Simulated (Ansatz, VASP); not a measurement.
## BAs: VASP beside Ansatz

```
B As
1.0
     0.00000    2.39192    2.39192
     2.39192    0.00000    2.39192
     2.39192    2.39192    0.00000
B As
1 1
Cartesian
  0.0000 0.0000 0.0000
  3.5879 3.5879 3.5879
```

Alike in both runs: functional r2SCAN; k mesh 10 × 10 × 10; occupations gaussian, width 0.02 eV; no spin polarisation.

Ansatz relaxed the structure, and its values are those at the end. VASP's run is a single point on that final structure, the one shown.

```csv
,VASP,Ansatz
version,VASP 6.6.1,Ansatz 0.2.0
potentials or method,"VASP PAW PBE potentials, release 64 (B, As)","scalar-relativistic, plane waves, PAW"
plane-wave cutoff (eV),520,500
valence electrons in the cell,8,18
```

VASP gave:

| Property | Result |
| --- | --- |
| gap on the k mesh at the Fermi level (eV) | 1.37 |
| least direct gap on the mesh (eV) | 3.44 |
| pressure (GPa) | 0.2 |

Q: What did Ansatz give for the same quantities?

A: gap on the k mesh at the Fermi level (eV): 1.37; least direct gap on the mesh (eV): 3.44; pressure (GPa): 0.0.

The two sets of potentials don't hold the same shells in valence.

Caveats: the PAW data sets were made with another functional, which shifts forces and pressure a little (VASP). A k mesh can miss the band edges. r2SCAN opens gaps a little over a GGA but as a rule still falls short of measured ones.
